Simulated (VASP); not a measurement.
# KI (Fm-3m) in VASP: a series of runs

Runs on KI. Level: PBE. Tasks: single point.

Program: VASP 6.6.1. These are calculated values, not measurements. Logs are shortened: lines on timing, memory, paths and dates and some standing lists are left out, and cuts for length are marked.

### 1 Starting point

It takes space group Fm-3m (No. 225, cubic). Conventional cell: a = 7.066 Å, b = 7.066 Å, c = 7.066 Å, α = 90.00°, β = 90.00°, γ = 90.00°. I (site symmetry m-3m) is surrounded by 6 K at 3.53 Å. K (site symmetry m-3m) is surrounded by 6 I at 3.53 Å.

### 2 Single point, PBE

INCAR reads:

```
PREC = Accurate
ENCUT = 450
EDIFF = 0.001
ISMEAR = 0
SIGMA = 0.05
LREAL = False
LASPH = True
NELM = 100
ALGO = Normal
ISIF = 2
LWAVE = False
LCHARG = False
GGA = PE
NBANDS = 15
ADDGRID = False
```

KPOINTS reads:

```
regular mesh
0
Gamma
  5 5 5
```

POSCAR reads:

```
KI
1.0
    0.0000000000      3.5327750000      3.5327750000
    3.5327750000      0.0000000000      3.5327750000
    3.5327750000      3.5327750000      0.0000000000
I K
1 1
Direct
    0.5000000000      0.5000000000      0.5000000000
    0.0000000000      0.0000000000      0.0000000000
```

Potentials or basis: VASP PAW PBE potentials, release 64 (I, K_sv).

Started as:

```
$ cat potpaw_PBE.64/I/POTCAR potpaw_PBE.64/K_sv/POTCAR > POTCAR
$ mpirun -np 1 vasp_std > vasp.out
```

OUTCAR:

```text
PREC = Accurate
   ENCUT = 450
   EDIFF = 0.001
   ISMEAR = 0
   LREAL = False
   LASPH = True
   NELM = 100
   ISIF = 2
   GGA = PE

 Found     10 irreducible k-points:

 Following reciprocal coordinates:
            Coordinates               Weight
  0.000000  0.000000  0.000000      1.000000
  0.200000  0.000000  0.000000      8.000000
  0.400000  0.000000  0.000000      8.000000
  0.200000  0.200000  0.000000      6.000000
  0.400000  0.200000  0.000000     24.000000
 -0.400000  0.200000  0.000000     24.000000
   k-points           NKPTS =     10   k-points in BZ     NKDIM =     10   number of bands    NBANDS=     15
   number of dos      NEDOS =    301   number of ions     NIONS =      2
   total plane-waves  NPLWV =  46656
   dimension x,y,z NGX =    36 NGY =   36 NGZ =   36
   dimension x,y,z NGXF=    72 NGYF=   72 NGZF=   72
   ions per type =               1   1
   NGX,Y,Z   is equivalent  to a cutoff of  11.98, 11.98, 11.98 a.u.
   NGXF,Y,Z  is equivalent  to a cutoff of  23.96, 23.96, 23.96 a.u.
 SYSTEM =  unknown system
   PREC   = accura    normal or accurate (medium, high low for compatibility)
   ISTART =      0    job   : 0-new  1-cont  2-samecut
   ICHARG =      2    charge: 1-file 2-atom 10-const
   ISPIN  =      1    spin polarized calculation?
   LNONCOLLINEAR =      F non collinear calculations
   LSORBIT =      F    spin-orbit coupling
   LASPH  =      T    aspherical Exc in radial PAW
   ENCUT  =  450.0 eV  33.07 Ry    5.75 a.u.   8.64  8.64  8.64*2*pi/ulx,y,z
   NELM   =    100;   NELMIN=  2; NELMDL= -5     # of ELM steps
   EDIFF  = 0.1E-02   stopping-criterion for ELM
   LREAL  =      F    real-space projection
   EDIFFG = 0.1E-01   stopping-criterion for IOM
   NSW    =      0    number of steps for IOM
   IBRION =     -1    ionic relax: 0-MD 1-quasi-New 2-CG
   NFREE  =      0    steps in history (QN), initial steepest desc. (CG)
   ISIF   =      2    stress and relaxation
   ISYM   =      2    0-nonsym 1-usesym 2-fastsym
   POTIM  = 0.5000    time-step for ionic-motion
   TEBEG  =    0.0;   TEEND  =   0.0 temperature during run
   PSTRESS=    0.0 pullay stress
   NELECT =      16.0000    total number of electrons
   NUPDOWN=      -1.0000    fix difference up-down
   EMIN   =  10.00;   EMAX   =-10.00  energy-range for DOS
   EFERMI =   0.00;   METHOD = LEGACY
   ISMEAR =     0;   SIGMA  =   0.05  broadening in eV -4-tet -1-fermi 0-gaus
   EFERMI_NEDOS =   21; number of points for ismear=-14 and -15
   IALGO  =     38    algorithm
   IMIX   =      4    mixing-type and parameters
     AMIX     =   0.40;   BMIX     =  1.00
     AMIX_MAG =   1.60;   BMIX_MAG =  1.00
  volume/ion in A,a.u.               =      44.09       297.54
  Fermi-wavevector in a.u.,A,eV,Ry     =   0.926806  1.751409 11.686988  0.858969
  Thomas-Fermi vector in A             =   2.052808
   LORBIT       =      0    0 simple, 1 ext, 2 COOP (PROOUT), +10 PAW based schemes
   GGA     = PE    functional components
   LHFCALC =     F    Hartree Fock is set to
   AEXX    =    0.0000 exact exchange contribution
   IVDW    =     0    specifies the selected vdW correction
   LEPSILON=     F    determine dielectric tensor
   LRPA    =     F    only Hartree local field effects (RPA)
 non-spin polarized calculation
 Gauss-broadening in eV      SIGMA  =   0.05
  energy-cutoff  :      450.00
  volume of cell :       88.18
 maximum number of plane-waves:      1924
   NGX = 17   NGY = 17   NGZ = 17

 number of electron      16.0000000 magnetization

 Free energy of the ion-electron system (eV)
  ---------------------------------------------------
  ext. energy  EPLUGINS =         0.00000000
  ---------------------------------------------------
  free energy    TOTEN  =        -5.55600294 eV

  energy without entropy =       -5.55600294  energy(sigma->0) =       -5.55600294

 E-fermi :  -0.0867     XC(G=0):  -7.1860

 val. band max:       -0.4137162913   @ k =   0.0000   0.0000   0.0000
 cond. band min:       3.5338244245   @ k =   0.0000   0.0000   0.0000
 fundamental gap:      3.9475407158
 Fermi energy:        -0.0867365888

 k-point     1 :       0.0000    0.0000    0.0000
  band No.  band energies     occupation
      1     -28.9240      2.00000
      2     -12.4104      2.00000
      3     -12.4104      2.00000
      4     -12.4104      2.00000
      5     -10.9156      2.00000
      6      -0.4137      2.00000
      7      -0.4137      2.00000
      8      -0.4137      2.00000
      9       3.5338      0.00000
     10       6.0762      0.00000
     11       6.0762      0.00000
     12       6.0762      0.00000
     13       6.7973      0.00000
     14       6.7973      0.00000
     15       9.3413      0.00000

 k-point     2 :       0.2000    0.0000    0.0000
  band No.  band energies     occupation
      1     -28.9233      2.00000
      2     -12.4655      2.00000
      3     -12.4112      2.00000
      4     -12.4112      2.00000
      5     -10.8163      2.00000
      6      -0.9705      2.00000
      7      -0.5374      2.00000
      8      -0.5374      2.00000
      9       4.3582      0.00000
     10       6.0201      0.00000
     11       6.4840      0.00000
     12       6.4840      0.00000
     13       7.2514      0.00000
     14       7.2514      0.00000
     15      10.3037      0.00000

 k-point     3 :       0.4000    0.0000    0.0000
  band No.  band energies     occupation
      1     -28.9222      2.00000
      2     -12.5437      2.00000
      3     -12.4125      2.00000
      4     -12.4125      2.00000
      5     -10.6639      2.00000
      6      -1.6380      2.00000
      7      -0.7204      2.00000
      8      -0.7204      2.00000
      9       5.0340      0.00000
     10       7.0047      0.00000
     11       7.4028      0.00000
     12       7.4028      0.00000
     13       8.2358      0.00000
     14       8.2358      0.00000
     15       8.9762      0.00000

 k-point     4 :       0.2000    0.2000    0.0000
  band No.  band energies     occupation
      1     -28.9231      2.00000
      2     -12.4577      2.00000
      3     -12.4166      2.00000
      4     -12.4166      2.00000
      5     -10.8112      2.00000
      6      -1.0360      2.00000
      7      -0.5613      2.00000
      8      -0.5613      2.00000
      9       4.5329      0.00000
     10       5.3331      0.00000
     11       6.9976      0.00000
     12       6.9976      0.00000
     13       7.0550      0.00000
     14       7.5398      0.00000
     15      10.1153      0.00000

 k-point     5 :       0.4000    0.2000    0.0000
  band No.  band energies     occupation
      1     -28.9221      2.00000
      2     -12.5003      2.00000
      3     -12.4204      2.00000
      4     -12.4194      2.00000
      5     -10.7205      2.00000
      6      -1.4161      2.00000
      7      -0.7995      2.00000
      8      -0.7080      2.00000
      9       5.1458      0.00000
     10       5.7830      0.00000
     11       7.2670      0.00000
     12       7.4812      0.00000
     13       8.0672      0.00000
     14       8.2274      0.00000
     15       9.5722      0.00000

 k-point     6 :      -0.4000    0.2000    0.0000
  band No.  band energies     occupation
      1     -28.9217      2.00000
      2     -12.5228      2.00000
      3     -12.4277      2.00000
      4     -12.4157      2.00000
      5     -10.6703      2.00000
      6      -1.5471      2.00000
      7      -0.9515      2.00000
      8      -0.7735      2.00000
      9       5.5500      0.00000
     10       6.5683      0.00000
     11       7.0402      0.00000
     12       7.8276      0.00000
     13       8.0752      0.00000
     14       8.4846      0.00000
     15       9.4750      0.00000

 [... further k-points ...]
[... 5 lines left out ...]
  --------------------------------------------------------------------------------------
  -------------------------------------------------------------------------------------
  Total        0.3218943      0.3218943      0.3218943      0.0000000      0.0000000      0.0000000
  in kB        5.8485188      5.8485188      5.8485188      0.0000000      0.0000000      0.0000000
  external PRESSURE =       5.8485188 kB  Pullay stress =       0.0000000 kB

 VOLUME and BASIS-vectors are now :
 -----------------------------------------------------------------------------
  energy-cutoff  :      450.00
  volume of cell :       88.18
      direct lattice vectors                 reciprocal lattice vectors
     0.000000000  3.532775000  3.532775000    -0.141531799  0.141531799  0.141531799
     3.532775000  0.000000000  3.532775000     0.141531799 -0.141531799  0.141531799
     3.532775000  3.532775000  0.000000000     0.141531799  0.141531799 -0.141531799

 POSITION                                       TOTAL-FORCE (eV/Angst)
 -----------------------------------------------------------------------------------
      3.53277      3.53277      3.53277        -0.000000      0.000000      0.000000
      0.00000      0.00000      0.00000         0.000000      0.000000      0.000000
 -----------------------------------------------------------------------------------
    total drift:                                0.000000      0.000000      0.000000

  FREE ENERGIE OF THE ION-ELECTRON SYSTEM (eV)
  ---------------------------------------------------
  free  energy   TOTEN  =        -5.5560029392 eV

  energy  without entropy=       -5.5560029392  energy(sigma->0) =       -5.55600294
```

Wall time 9.6 s (1 thread of Intel Xeon Platinum 8259CL at 2.50GHz (Skylake/Cascade Lake), shared host); peak memory 0.2 GiB.

These settings aren't checked as converged: the numbers below hold their error.

Results:

```yaml
Free_energy: -5.5560 eV
Pressure: 0.6 GPa
Band_gap_on_the_k_mesh: 3.95 eV, direct
```

Caveat: spin-orbit coupling is left out, which moves the levels of the heavy elements.

### 3 Single point, PBE

Edit INCAR of step 2 so:

```diff
@@ -2,3 +2,3 @@
 ENCUT = 450
-EDIFF = 0.001
+EDIFF = 1E-4
 ISMEAR = 0
```

KPOINTS is that of step 2.

POSCAR is that of step 2.

Potentials or basis: VASP PAW PBE potentials, release 64 (I, K_sv).

Started as:

```
$ cat potpaw_PBE.64/I/POTCAR potpaw_PBE.64/K_sv/POTCAR > POTCAR
$ mpirun -np 1 vasp_std > vasp.out
```

OUTCAR:

```text
PREC = Accurate
   ENCUT = 450
   EDIFF = 1E-4
   ISMEAR = 0
   LREAL = False
   LASPH = True
   NELM = 100
   ISIF = 2
   GGA = PE

 Found     10 irreducible k-points:

 Following reciprocal coordinates:
            Coordinates               Weight
  0.000000  0.000000  0.000000      1.000000
  0.200000  0.000000  0.000000      8.000000
  0.400000  0.000000  0.000000      8.000000
  0.200000  0.200000  0.000000      6.000000
  0.400000  0.200000  0.000000     24.000000
 -0.400000  0.200000  0.000000     24.000000
   k-points           NKPTS =     10   k-points in BZ     NKDIM =     10   number of bands    NBANDS=     15
   number of dos      NEDOS =    301   number of ions     NIONS =      2
   total plane-waves  NPLWV =  46656
   dimension x,y,z NGX =    36 NGY =   36 NGZ =   36
   dimension x,y,z NGXF=    72 NGYF=   72 NGZF=   72
   ions per type =               1   1
   NGX,Y,Z   is equivalent  to a cutoff of  11.98, 11.98, 11.98 a.u.
   NGXF,Y,Z  is equivalent  to a cutoff of  23.96, 23.96, 23.96 a.u.
 SYSTEM =  unknown system
   PREC   = accura    normal or accurate (medium, high low for compatibility)
   ISTART =      0    job   : 0-new  1-cont  2-samecut
   ICHARG =      2    charge: 1-file 2-atom 10-const
   ISPIN  =      1    spin polarized calculation?
   LNONCOLLINEAR =      F non collinear calculations
   LSORBIT =      F    spin-orbit coupling
   LASPH  =      T    aspherical Exc in radial PAW
   ENCUT  =  450.0 eV  33.07 Ry    5.75 a.u.   8.64  8.64  8.64*2*pi/ulx,y,z
   NELM   =    100;   NELMIN=  2; NELMDL= -5     # of ELM steps
   EDIFF  = 0.1E-03   stopping-criterion for ELM
   LREAL  =      F    real-space projection
   EDIFFG = 0.1E-02   stopping-criterion for IOM
   NSW    =      0    number of steps for IOM
   IBRION =     -1    ionic relax: 0-MD 1-quasi-New 2-CG
   NFREE  =      0    steps in history (QN), initial steepest desc. (CG)
   ISIF   =      2    stress and relaxation
   ISYM   =      2    0-nonsym 1-usesym 2-fastsym
   POTIM  = 0.5000    time-step for ionic-motion
   TEBEG  =    0.0;   TEEND  =   0.0 temperature during run
   PSTRESS=    0.0 pullay stress
   NELECT =      16.0000    total number of electrons
   NUPDOWN=      -1.0000    fix difference up-down
   EMIN   =  10.00;   EMAX   =-10.00  energy-range for DOS
   EFERMI =   0.00;   METHOD = LEGACY
   ISMEAR =     0;   SIGMA  =   0.05  broadening in eV -4-tet -1-fermi 0-gaus
   EFERMI_NEDOS =   21; number of points for ismear=-14 and -15
   IALGO  =     38    algorithm
   IMIX   =      4    mixing-type and parameters
     AMIX     =   0.40;   BMIX     =  1.00
     AMIX_MAG =   1.60;   BMIX_MAG =  1.00
  volume/ion in A,a.u.               =      44.09       297.54
  Fermi-wavevector in a.u.,A,eV,Ry     =   0.926806  1.751409 11.686988  0.858969
  Thomas-Fermi vector in A             =   2.052808
   LORBIT       =      0    0 simple, 1 ext, 2 COOP (PROOUT), +10 PAW based schemes
   GGA     = PE    functional components
   LHFCALC =     F    Hartree Fock is set to
   AEXX    =    0.0000 exact exchange contribution
   IVDW    =     0    specifies the selected vdW correction
   LEPSILON=     F    determine dielectric tensor
   LRPA    =     F    only Hartree local field effects (RPA)
 non-spin polarized calculation
 Gauss-broadening in eV      SIGMA  =   0.05
  energy-cutoff  :      450.00
  volume of cell :       88.18
 maximum number of plane-waves:      1924
   NGX = 17   NGY = 17   NGZ = 17

 number of electron      16.0000000 magnetization

 Free energy of the ion-electron system (eV)
  ---------------------------------------------------
  ext. energy  EPLUGINS =         0.00000000
  ---------------------------------------------------
  free energy    TOTEN  =        -5.55610215 eV

  energy without entropy =       -5.55610215  energy(sigma->0) =       -5.55610215

 E-fermi :  -0.0863     XC(G=0):  -7.1824

 val. band max:       -0.4140981408   @ k =   0.0000   0.0000   0.0000
 cond. band min:       3.5393548327   @ k =   0.0000   0.0000   0.0000
 fundamental gap:      3.9534529735
 Fermi energy:        -0.0863410726

 k-point     1 :       0.0000    0.0000    0.0000
  band No.  band energies     occupation
      1     -28.9197      2.00000
      2     -12.4066      2.00000
      3     -12.4066      2.00000
      4     -12.4066      2.00000
      5     -10.9159      2.00000
      6      -0.4141      2.00000
      7      -0.4141      2.00000
      8      -0.4141      2.00000
      9       3.5394      0.00000
     10       6.0785      0.00000
     11       6.0785      0.00000
     12       6.0785      0.00000
     13       6.7980      0.00000
     14       6.7980      0.00000
     15       9.3544      0.00000
[... 73 lines left out ...]
 k-point     6 :      -0.4000    0.2000    0.0000
  band No.  band energies     occupation
      1     -28.9174      2.00000
      2     -12.5193      2.00000
      3     -12.4240      2.00000
      4     -12.4120      2.00000
      5     -10.6704      2.00000
      6      -1.5466      2.00000
      7      -0.9515      2.00000
      8      -0.7738      2.00000
      9       5.5557      0.00000
     10       6.5729      0.00000
     11       7.0435      0.00000
     12       7.8298      0.00000
     13       8.0782      0.00000
     14       8.4865      0.00000
     15       9.4771      0.00000

 [... further k-points ...]
[... 5 lines left out ...]
  --------------------------------------------------------------------------------------
  -------------------------------------------------------------------------------------
  Total        0.3171497      0.3171497      0.3171497     -0.0000000      0.0000000      0.0000000
  in kB        5.7623144      5.7623144      5.7623144     -0.0000000      0.0000000      0.0000000
  external PRESSURE =       5.7623144 kB  Pullay stress =       0.0000000 kB

 VOLUME and BASIS-vectors are now :
 -----------------------------------------------------------------------------
  energy-cutoff  :      450.00
  volume of cell :       88.18
      direct lattice vectors                 reciprocal lattice vectors
     0.000000000  3.532775000  3.532775000    -0.141531799  0.141531799  0.141531799
     3.532775000  0.000000000  3.532775000     0.141531799 -0.141531799  0.141531799
     3.532775000  3.532775000  0.000000000     0.141531799  0.141531799 -0.141531799

 POSITION                                       TOTAL-FORCE (eV/Angst)
 -----------------------------------------------------------------------------------
      3.53277      3.53277      3.53277         0.000000      0.000000      0.000000
      0.00000      0.00000      0.00000        -0.000000      0.000000     -0.000000
 -----------------------------------------------------------------------------------
    total drift:                                0.000000      0.000000      0.000000

  FREE ENERGIE OF THE ION-ELECTRON SYSTEM (eV)
  ---------------------------------------------------
  free  energy   TOTEN  =        -5.5561021496 eV

  energy  without entropy=       -5.5561021496  energy(sigma->0) =       -5.55610215
```

Run time: 9.8 s. Hardware: 1 thread of Intel Xeon Platinum 8259CL at 2.50GHz (Skylake/Cascade Lake), shared host; peak memory 0.2 GiB.

These settings aren't checked as converged: the numbers below hold their error.

Results:

```
Free energy            : -5.5561 eV
Pressure               : 0.6 GPa
Band gap on the k mesh : 3.95 eV, direct
```

Caveat: spin-orbit coupling is left out, which moves the levels of the heavy elements.

### 4 Single point, PBE

Edit INCAR of step 3 so:

```diff
@@ -2,3 +2,3 @@
 ENCUT = 450
-EDIFF = 1E-4
+EDIFF = 1E-5
 ISMEAR = 0
```

KPOINTS is that of step 3.

POSCAR is that of step 3.

Started as:

```
$ cat potpaw_PBE.64/I/POTCAR potpaw_PBE.64/K_sv/POTCAR > POTCAR
$ mpirun -np 1 vasp_std > vasp.out
```

It took 12 s on 1 thread of Intel Xeon Platinum 8259CL at 2.50GHz (Skylake/Cascade Lake), shared host; peak memory 0.2 GiB.

These settings aren't checked as converged: the numbers below hold their error.

Results:

* Free energy: -5.5561 eV
* Pressure: 0.6 GPa
* Band gap on the k mesh: 3.96 eV, direct

Caveat: spin-orbit coupling is left out, which moves the levels of the heavy elements.

### 5 Single point, PBE

Edit INCAR of step 4 so:

```diff
@@ -2,3 +2,3 @@
 ENCUT = 450
-EDIFF = 1E-5
+EDIFF = 1E-6
 ISMEAR = 0
@@ -14,2 +14,2 @@
 NBANDS = 15
-ADDGRID = False
+ADDGRID = True
```

KPOINTS is that of step 4.

POSCAR is that of step 4.

Started as:

```
$ cat potpaw_PBE.64/I/POTCAR potpaw_PBE.64/K_sv/POTCAR > POTCAR
$ mpirun -np 1 vasp_std > vasp.out
```

It took 19 s on 1 thread of Intel Xeon Platinum 8259CL at 2.50GHz (Skylake/Cascade Lake), shared host; peak memory 0.31 GiB.

These settings aren't checked as converged: the numbers below hold their error.

Results:

| Quantity | Value |
| --- | --- |
| Free energy | -5.5561 eV |
| Pressure | 0.6 GPa |
| Band gap on the k mesh | 3.96 eV, direct |

Caveat: spin-orbit coupling is left out, which moves the levels of the heavy elements.
